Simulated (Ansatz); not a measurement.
# Cd under changes of volume

One of the cells (21.585 Å³/atom); the others are scaled copies at fixed shape and fractional positions:

```
Cd
1.0
     2.97887    0.00000    0.00000
    -1.48944    2.57978    0.00000
     0.00000    0.00000    5.61765
Cd
2
Direct
  0.66667 0.33333 0.75000
  0.33333 0.66667 0.25000
```

```yaml
Program: Ansatz 0.2.0
Functional: PBEsol
Potentials_or_basis: Ansatz PAW earlier set
Cutoff: "520 eV (not typed: the program's choice for these potentials)"
k_mesh: 10 × 10 × 5
Occupations: fermi-dirac, width 0.05 eV
Spin: no spin polarisation
```

| volume (Å³/atom) | energy over the lowest point (meV/atom) | pressure (GPa) |
| --- | --- | --- |
| 20.290 | ? | ? |
| 20.722 | 0.63 | 0.9 |
| 21.154 | 0.00 | -0.4 |
| 21.585 | 2.70 | -1.6 |
| 22.017 | 8.30 | -2.6 |
| 22.449 | 16.41 | -3.4 |
| 22.880 | 26.71 | -4.2 |

**Question.** What does the run at 20.290 Å³/atom give?

**Answer.** Energy over the lowest point 5.09 meV/atom; pressure 2.4 GPa.

Worked out: A Birch-Murnaghan fit of order 3 (a polynomial in V^(-2/3)) to the other rows has its minimum at 21.01 Å³/atom with B0 = V·E''(V) = 63 GPa and B' = 5.7 at fixed shape and positions, which overstates the stiffness. It gives 5.07 meV/atom at 20.290 Å³/atom, against the run's 5.09, and -dE/dV = 2.4 GPa, against 2.4.

Energies are extrapolated to zero smearing.

Caveats: the PAW data sets come from PBE, with cores solved anew for the run's functional, which leaves a small shift of forces and pressure.
